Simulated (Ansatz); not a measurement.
Input and command of a plane-wave DFT calculation in Ansatz:

```yaml
crystal:
  lattice:
    - [1.5765553979, 0.9102246834, 5.997373112]
    - [-1.5765553979, 0.9102246834, 5.997373112]
    - [0.0, -1.8204493668, 5.997373112]
  atoms:
    - { symbol: Mo, position: [-0.0513886969, 0.0320324365, -0.0058890718] }
    - { symbol: S, position: [0.7813146724, 0.6766860516, 0.7850603037] }
    - { symbol: S, position: [0.6033740244, 0.6245815118, 0.5541287681] }
basis:
  ecutwfc: 420
kpoints:
  mp_grid: { grid: [9, 9, 9] }
hamiltonian:
  xc: pbe
  dispersion: d3bj
scf:
  occupations: { method: gaussian, width: 0.05 }
output:
  forces: true
  stress: true
  eigenvalues: true
  write_density: true
  write_potential: true
  elf: true
  volumetric_format: npy
relax:
  adjacent_minimum: "off"
  f_tol: 0.01
  max_steps: 80
  cell: { stress_tol: 0.1 }
```

```bash
ansatz run input.yaml --threads 1 --pin off --max-ram 2560MiB --backend cpu --events-out ev --progress --plain --runs-dir out
```

Processor: Intel(R) Xeon(R) 6975P-C (Granite Rapids), 1 thread, on a host shared with other jobs.

Question: Estimate time, memory and problem size.

Answer: About 2.2 min on 1 thread of Intel(R) Xeon(R) 6975P-C (Granite Rapids), on a shared host, peak memory 0.68 GiB. It solves 17 bands at 365 k points (the mesh reduced by the symmetry that the task leaves, which can be less than the crystal's) with about 999 plane waves (on the last cell), in 47 SCF iterations over 7 ionic steps.
